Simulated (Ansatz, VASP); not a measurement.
# Cu in VASP and in Ansatz

```
Cu
1.0
    -2.91473    2.91473    2.20082
     2.91473   -2.91473    2.20082
     2.91473    2.91473   -2.20082
Cu
5
Direct
  0.20087 0.20087 0.40174
  0.79913 0.20087 0.00000
  0.79913 0.79913 0.59826
  0.20087 0.79913 0.00000
  0.50000 0.50000 0.00000
```

Alike in both runs: task relaxation of cell and atoms; functional PBE; k mesh 10 × 10 × 10; occupations gaussian, width 0.1 eV; no spin polarisation.

|  | VASP | Ansatz |
| --- | --- | --- |
| version | VASP 6.6.1 | Ansatz 0.2.0 |
| potentials or method | VASP PAW PBE potentials, release 64 (Cu) | scalar-relativistic, plane waves, PAW |
| plane-wave cutoff (eV) | 600 | 420 |
| valence electrons in the cell | 55 | 95 |

Ansatz gave:

| Property | Result |
| --- | --- |
| gap on the k mesh at the Fermi level, each at its own relaxed structure (eV) | none |
| relaxed volume (Å³/atom) | 15.00 |
| relaxed cell length with the largest relative difference (Å) | 4.679 |

Task: What did VASP give for the same quantities?

Result: gap on the k mesh at the Fermi level, each at its own relaxed structure (eV): none; relaxed volume (Å³/atom): 15.06; relaxed cell length with the largest relative difference (Å): 4.685.

A gap of «none» marks a metal or a gap that the smearing closes. The two sets of potentials don't hold the same shells in valence.
